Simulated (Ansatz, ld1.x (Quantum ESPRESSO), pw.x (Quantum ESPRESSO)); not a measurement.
# hafnium (Hf): one change to the TM potential, in the atom and in the diamond crystal

hafnium, norm-conserving Troullier–Martins (Kleinman–Bylander form), made with ld1.x (Quantum ESPRESSO) 7.5 (PBE, scalar-relativistic). Core [Xe] 4f14, reference 5d2 6s1.75 6p0.25. Waves: 6s (bound): rc 2.45 bohr; 5d (bound): rc 2.10 bohr; 6p (bound): rc 4.05 bohr. Local part: the p channel. Core correction: none.

Change: all radii scaled by about 1.37 (s 3.36, p 5.54, d 2.88 bohr).

Cutoffs, loose and tight: the cutoffs (Ry, on a coarse ladder) from which the occupation-weighted sum of valence levels, in a spherical-Bessel basis at the reference potential, stays within 10 and 1 mRy of its value at 400 Ry. They do not see the model core or the augmentation charge, which bear on the density cutoff. Test errors are all-electron minus pseudo excitation energies from the reference, over the configurations 5d2 6s2 6p0; 5d2 6s1 6p0; 5d2 6s0 6p0; 5d2 6s1 6p1; 5d2 6s1.5 6p0; 5d1 6s2 6p1; 5d2.5 6s1.5 6p0; variants that change the core or the reference have their own tests.

Crystal test: diamond Hf in pw.x 7.5, no spin, 8³ k-points, Fermi–Dirac smearing 0.01 Ry, cutoffs set for each file from its atomic test. The reference is all-electron LAPW (Ansatz 0.2.0) with the same functional, mesh and smearing; V0 and B0 come from Birch–Murnaghan fits to the pressures at five volumes. Errors are pseudo minus all-electron; Δ is the rms difference of the E(V) curves that follow from these fits, minima aligned, over ±6 % about the mean V0. Mesh and smearing are coarse, so the numbers serve the comparison and aren't converged zero-temperature values; the lattice is a test structure that the element need not adopt.

All-electron: a0 = 6.558 Å (V0 = 35.25 Å³/atom), B0 = 29.4 GPa.

Does the change bring the crystal closer to the all-electron result?

The mean pressure error goes from +4.14 to +1.48 GPa, so the change moves the solid closer to the all-electron pressures.

```csv
quantity,base,changed
outcome (atom),generated,generated
"cutoff, loose (atom)",25 Ry,18 Ry
"cutoff, tight (atom)",30 Ry,25 Ry
bound ghosts (atom),none,none
largest test error (meV) (atom),+95,+81
cutoffs in pw.x (Ry),40/160,35/140
a0 (Å),–,6.640
a0 error (%),–,+1.25
B0 error (%),–,+20.1
Δ (meV/atom),–,10.0
mean pressure error (GPa),+4.14,+1.48
```

A dash: not determined, or the minimum lies outside the volumes sampled.

Base: The largest radius (4.05 bohr) exceeds half the bond length (2.68 bohr), so the spheres overlap, which is one possible source of error among others. This is a poor potential for the solid. Changed file: The largest radius (5.54 bohr) exceeds half the bond length (2.68 bohr), so the spheres overlap, which is one possible source of error among others. This is a poor potential for the solid. The logarithmic derivative shows an extra or strongly shifted pseudo pole above the reference energy (s near 0.46 Ry).
